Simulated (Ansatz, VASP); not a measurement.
**Mo in VASP and in Ansatz**

POSCAR

```
Mo
1.0
    0.0000000000      1.9873945000      1.9873945000
    1.9873945000      0.0000000000      1.9873945000
    1.9873945000      1.9873945000      0.0000000000
Mo
1
Direct
    0.0000000000      0.0000000000      0.0000000000
```

INCAR.step1

```
PREC = Accurate
ENCUT = 520
ISMEAR = 0
SIGMA = 0.1
LREAL = F
LASPH = T
NELM = 60
NBANDS = 13
GGA = PE
ALGO = Normal
EDIFF = 1E-4
LWAVE = T
LCHARG = F
```

INCAR.step2

```
PREC = Accurate
ENCUT = 520
EDIFF = 1E-7
ISMEAR = 0
SIGMA = 0.1
LREAL = F
LASPH = T
NELM = 60
ALGO = Normal
ISIF = 2
LWAVE = F
LCHARG = F
METAGGA = R2SCAN
LMIXTAU = T
NBANDS = 13
ISTART = 1
```

KPOINTS

```
Automatic mesh
0
Gamma
  18 18 18
```

Input for Ansatz:

```yaml
crystal:
  lattice:
    - [0.0, 1.9873945, 1.9873945]
    - [1.9873945, 0.0, 1.9873945]
    - [1.9873945, 1.9873945, 0.0]
  atoms:
    - { symbol: Mo, position: [0.0, 0.0, 0.0] }
basis:
  ecutwfc: 500
kpoints:
  mp_grid: { grid: [18, 18, 18] }
hamiltonian:
  xc: r2scan
scf:
  occupations: { method: gaussian, width: 0.1 }
output:
  forces: true
  stress: true
  eigenvalues: true
```

Alike in both runs: task single point; functional r2SCAN; k mesh 18 × 18 × 18; occupations gaussian, width 0.1 eV; no spin polarisation.

|  | VASP | Ansatz |
| --- | --- | --- |
| version | VASP 6.6.1 | Ansatz 0.2.0 |
| potentials or method | VASP PAW PBE potentials, release 64 (Mo_sv) | scalar-relativistic, plane waves, PAW |
| plane-wave cutoff (eV) | 520 | 500 |
| valence electrons in the cell | 14 | 14 |

```tsv
	VASP	Ansatz	Ansatz less VASP
gap on the k mesh at the Fermi level (eV)	none	none	-
pressure (GPa)	3.5	2.4	-1.05
```

A gap of «none» marks a metal or a gap that the smearing closes.

Caveats: the PAW data sets were made with another functional, which shifts forces and pressure a little (VASP).
